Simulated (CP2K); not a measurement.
## TiAl under changes of volume

One of the cells (16.065 Å³/atom); the others are scaled copies at fixed shape and fractional positions:

```
Ti Al
1.0
     3.17906    0.00000    0.00000
     0.00000    3.17906    0.00000
     0.00000    0.00000    3.17906
Ti Al
1 1
Cartesian
  0.0000 0.0000 0.0000
  1.5895 1.5895 1.5895
```

The cell comes from a database or a generator and needn't be the stable form of this composition.

| Quantity | Value |
| --- | --- |
| Program | CP2K 2026.2 |
| Functional | PBEsol |
| Potentials or basis | POTENTIAL_UZH Ti GTH-PBE-q12, Al GTH-PBE-q3; TZVP-MOLOPT-PBE-GTH basis |
| Density cutoff | 6123 eV |
| k mesh | 8 × 8 × 8 |
| Occupations | fermi-dirac, width 0.05 eV |
| Spin | no spin polarisation |

```csv
volume (Å³/atom),energy over the lowest point (meV/atom),pressure (GPa)
15.101,?,?
15.422,4.33,3.6
15.743,0.00,1.0
16.065,0.61,-1.4
16.386,5.69,-3.5
16.707,14.80,-5.4
17.028,27.58,-7.2
```

Problem. What does the run at 15.101 Å³/atom give?

Solution. Energy over the lowest point 14.07 meV/atom; pressure 6.4 GPa.

Worked out: A Birch-Murnaghan fit of order 3 (a polynomial in V^(-2/3)) to the other rows has its minimum at 15.86 Å³/atom with B0 = V·E''(V) = 117 GPa and B' = 3.9. It gives 14.11 meV/atom at 15.101 Å³/atom, against the run's 14.07, and -dE/dV = 6.3 GPa, against 6.4.

Energies are extrapolated to zero smearing.

Caveats: the potentials were made for another functional, which shifts forces and pressure; the basis of atomic orbitals isn't converged, which shifts pressures, moduli and gaps.
